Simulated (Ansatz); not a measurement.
# Ir (P-1) in Ansatz: reference runs

Reference runs on Ir: the cell as given.

All numbers are computed with Ansatz 0.2.0; they aren't measurements. Logs are shortened: lines on timing, memory, paths and dates and some standing lists are left out, and cuts for length are marked.

## (1) The cell of the first run

The typed cell holds 1 atom: a = 2.542 Å, b = 2.611 Å, c = 2.995 Å, α = 58.28°, β = 61.38°, γ = 59.90°.

This isn't the form of Ir at room conditions, which is fcc.

## (2) Single point, PBE (cell sheared at random, sigma 0.1, atoms nudged by 0.01 Å)

input.yaml reads:

```yaml
crystal:
  lattice:
    - [0.06446927, 1.83735574, 1.75604886]
    - [1.94181314, 0.07743499, 1.74308315]
    - [2.17282487, 2.05540176, -0.15357675]
  atoms:
    - { symbol: Ir, position: [0.0, 0.0, 0.0] }
kpoints:
  mp_grid: { grid: [12, 13, 11] }
scf:
  occupations: { method: fermi_dirac, width: 0.05 }
hamiltonian:
  xc: pbe
  pseudopotentials: { kind: all_electron, lapw: { basis_error: 0.001 } }
output:
  forces: true
  stress: true
  eigenvalues: true
  populations: true
```

Potentials or basis: all-electron LAPW, scalar-relativistic.

On the command line:

```sh
$ ansatz run input.yaml --threads 1 --pin off --max-ram 3072MiB --backend cpu --events-out ev --progress --plain --runs-dir out
```

The program printed:

```text
Warning: RAYON_NUM_THREADS=1 ignored (pool sized by the plan → 1); use --threads N
Ir: projections on atomic orbitals take those of the free atom 1s2 2s2 2p6 3s2 3p6 3d10 4s2 4p6 4d10 4f14 5s2 5p6 5d7 6s2, of charge +0.00 (hamiltonian.pseudopotentials.projection_atoms)
LAPW: plane waves up to 9.345 Å⁻¹, error target 1.0e-3 eV per atom; small_component_spin mean_spin; Ir in spheres of 1.271 Å, 47 of its electrons in bands, Dirac shells [] (how accurate: hamiltonian.pseudopotentials.lapw.basis_error, Limitations)
Engine: ansatz 0.2.0, x86_64-unknown-linux-gnu
Pseudopotentials: kind: all_electron
Pseudopotential: Ir, LAPW, valence charge 47, lapw/all_electron/scalar/gaussian/Ir, Koelling and Harmon's equation, gaussian nucleus
Functional definition: PBE
  parameter kappa = 0.804
  parameter beta = 0.06672455060314922
  exchange = pbe_x(kappa = kappa, mu = beta*pi^2/3)
  correlation = pbe_c(beta = beta)
Crystal: 1 atoms, lattice volume = 13.988 Å³
Basis set: ecut = 332.7052851342417 eV, 191 PW (Γ), exchange–correlation at level 2
Bands: 29, of which v1, the nominal top of the filled ones, is band 24 counted from 1 (23 counted from 0)
Symmetry: 2 space group operations
Space group: P-1 (ITA 2), of the structure as read, at distance tolerance 2.4e-5 Å
k-points: 859 of 1716
Non-local potential: Ir, projectors of the file, none
Initial density: superposition of atomic densities (chi_scale 0.1, normalization cell)
Initial wavefunctions: plane waves of lowest kinetic energy (no species holds an atomic orbital)
Functional: x = pbe(κ = 0.804, μ = 0.2195149727645171), c = pbe(β = 0.06672455060314922)
iter 1 solved again at ethr=7.60e-5 eV; its pass at ethr=1.00e-1 eV (dr2=3.57e-2 eV) is discarded
SCF iter   1: F=—  HF=-485025.577768 eV  |F-HF|=—  |Δ(HF+E_count)|=         —  Δρ=2.23e-2  dr2=3.59e-2  ethr=7.60e-5  ⟨swp⟩=3.0  Hψ=155459  notcnv=0
preconditioner: auto → Kerker (q_TF=auto, 3.339 Å⁻¹)  [metal: Δε(μ)=0.007 eV  Ē_g=16.391 eV  σ=0.050 eV  W_gap=0.03  n_scr=12 (ndim 8)  ℏωp=29.8 eV  f_vac=0.000  D(μ)=1.22/eV (n_scr^D=14)]
SCF iter   2: F=—  HF=-485025.528988 eV  |F-HF|=—  |Δ(HF+E_count)|=   4.88e-2  Δρ=1.04e-2  dr2=1.06e-2  ethr=7.60e-5  ⟨swp⟩=2.0  Hψ=75363  notcnv=0
SCF iter   3: F=—  HF=-485025.527446 eV  |F-HF|=—  |Δ(HF+E_count)|=   1.54e-3  Δρ=7.42e-3  dr2=5.84e-3  ethr=2.25e-5  ⟨swp⟩=2.0  Hψ=71149  notcnv=0
SCF iter   4: F=—  HF=-485025.527359 eV  |F-HF|=—  |Δ(HF+E_count)|=         —  Δρ=3.29e-3  dr2=1.37e-3  ethr=1.24e-5  ⟨swp⟩=2.0  Hψ=71149  notcnv=0
the basis was enlarged: its passes take 298.6 KiB over the memory plan, 1 of 1 planned eigensolver slots
iter 5 solved again at ethr=2.53e-7 eV; its pass at ethr=2.92e-6 eV (dr2=1.19e-4 eV) is discarded
SCF iter   5: F=—  HF=-485025.527292 eV  |F-HF|=—  |Δ(HF+E_count)|=   6.76e-5  Δρ=9.93e-4  dr2=1.19e-4  ethr=2.53e-7  ⟨swp⟩=2.0  Hψ=121687  notcnv=0
SCF iter   6: F=—  HF=-485025.527307 eV  |F-HF|=—  |Δ(HF+E_count)|=   1.56e-5  Δρ=2.37e-4  dr2=6.12e-6  ethr=2.53e-7  ⟨swp⟩=2.0  Hψ=71151  notcnv=0
SCF iter   7: F=—  HF=-485025.527306 eV  |F-HF|=—  |Δ(HF+E_count)|=   9.39e-7  Δρ=1.26e-4  dr2=1.86e-6  ethr=1.30e-8  ⟨swp⟩=2.0  Hψ=71151  notcnv=0
SCF iter   8: F=—  HF=-485025.527306 eV  |F-HF|=—  |Δ(HF+E_count)|=   4.32e-8  Δρ=3.05e-5  dr2=1.52e-7  ethr=3.96e-9  ⟨swp⟩=2.0  Hψ=71151  notcnv=0
SCF iter   9: F=-485025.527306 eV  HF=-485025.527306 eV  |F-HF|=3.49e-10  |Δ(HF+E_count)|=   1.50e-8  Δρ=7.67e-6  dr2=5.31e-9  ethr=3.23e-10  ⟨swp⟩=2.0  Hψ=71151  notcnv=0
SCF 1 converged in 9 iterations: F = -485025.527306 eV  dr2 = 5.31e-9
SCF converged after 9 iterations
Free energy (F): -485025.527306 eV
Harris-Foulkes:  -485025.527306 eV  (|F-HF|=3.49e-10)
Internal energy: -485025.517216 eV  (E = F + TS)
E sigma→0 (E₀):  -485025.522261 eV
Entropy (-TS):   -0.010091 eV (-10.091 meV/atom)
Fermi energy:    32.297461 eV
--- Per-component energies (eV) ---
  E_band       = -5598.095955
  E_kinetic    = 548832.827028
  E_xc         = -9476.315617
  E_electrostatic = -1024382.028627  (all electrons and nuclei)
  E_smearing   = -0.010091  (= −TS)
  E_closure    = 0.000000  (closes the sum)
  E_atoms      = -485016.743210  (free atoms, spherical and without spin; not in F)
  Σ components = -485025.527306   (vs F -485025.527306, Δ=0.00e0)
  Basis errors (estimates in eV, not in F): energy 3.1e-4 per atom: plane waves 2.7e-4 (1.4e-4 summed), levels above the bands 4.3e-188, relativity 7.0e-8, radial functions 4.3e-5, core shells 3.2e-8; eigenvalues (radial functions only) 1.0e-5; not estimated: angular momenta, meshes, grids; target (lapw.basis_error) 1.0e-3; muffin-tin radii Ir 1.271 Å
--- Forces (eV/Å), atoms counted from 1 ---
  atom   1  Ir     0.00000000     0.00000000     0.00000000
  max |Σ_I F_I| component: 0.00e0 eV/Å
--- Stress (GPa, compression-positive) ---
       17.656608     -25.921705      20.869409
      -25.921705      35.968327      23.785399
       20.869409      23.785399      31.960495
  P = ⅓ Tr σ = 28.5285 GPa (285.285 kbar)
--- Band table (eV; the first three rows and the last of 859) ---
  k-point 0: bands = ["-458.5707", "-458.5348", "-458.4736", "-253.0738", "-253.0706", "-253.0133", "-253.0066", "-252.9655", "-60.4515", "-24.7729", "-24.7510", "-24.7041", "-24.6978", "-24.6745", "-24.6619", "-24.6513", "-16.9882", "-16.8601", "-16.8112", "21.2042", "26.8746", "28.6188", "29.1730", "31.1121", "32.3715", "45.6300", "48.7173", "53.4000", "54.2311"]
  k-point 1: bands = ["-458.5707", "-458.5348", "-458.4736", "-253.0738", "-253.0706", "-253.0133", "-253.0066", "-252.9655", "-60.4488", "-24.7729", "-24.7510", "-24.7039", "-24.6982", "-24.6744", "-24.6619", "-24.6513", "-17.0323", "-16.8665", "-16.8119", "21.4780", "26.8900", "28.5835", "29.1867", "31.2338", "32.3323", "45.7303", "48.3414", "53.5053", "54.5459"]
  k-point 2: bands = ["-458.5707", "-458.5348", "-458.4736", "-253.0738", "-253.0706", "-253.0133", "-253.0066", "-252.9655", "-60.4414", "-24.7728", "-24.7509", "-24.7034", "-24.6992", "-24.6742", "-24.6621", "-24.6515", "-17.1509", "-16.8823", "-16.8138", "22.1981", "27.0091", "28.4972", "29.1939", "31.6207", "32.2797", "45.0931", "47.9176", "54.3619", "55.8995"]
  k-point 858: bands = ["-458.5707", "-458.5348", "-458.4736", "-253.0738", "-253.0706", "-253.0133", "-253.0066", "-252.9655", "-60.3320", "-24.7665", "-24.7622", "-24.7039", "-24.7011", "-24.6718", "-24.6601", "-24.6563", "-17.8235", "-17.2784", "-17.1629", "24.4149", "25.0336", "32.0058", "33.0809", "34.4429", "36.7471", "40.4749", "44.9621", "46.4982", "52.9615"]
--- Löwdin populations: 1 site ---
  site symbol       q [e]
     0     Ir     76.8196
  spilling = 0.002343 (of n_electrons = 77.000000)
```

Run time: 1.8 min. Hardware: 1 thread of AMD EPYC 7B13 (Zen 3), shared host; peak memory 1.2 GiB.

Results:

```yaml
Free_energy: -485025.5273 eV
Pressure: 28.5 GPa
Band_gap_on_the_k_mesh: none (metal or under the smearing width)
```

Levels at points of the mesh, in eV from the Fermi level:
| k point | band 19 | band 20 | band 21 | band 22 | band 23 | band 24 | band 25 | band 26 | band 27 | band 28 |
| --- | --- | --- | --- | --- | --- | --- | --- | --- | --- | --- |
| (0.00, 0.00, 0.00) | -49.11 | -11.09 | -5.42 | -3.68 | -3.12 | -1.19 | 0.07 | 13.33 | 16.42 | 21.10 |
| (-0.50, 0.00, 0.00) | -49.29 | -8.06 | -5.40 | -2.52 | 0.17 | 0.17 | 2.22 | 9.04 | 12.95 | 16.90 |

Caveat: a pressure of tens of GPa on the cell as given is suspect, and the run, the potentials or the cell itself is likely at fault. The run has no spin-orbit coupling, so splittings on Ir are missing.
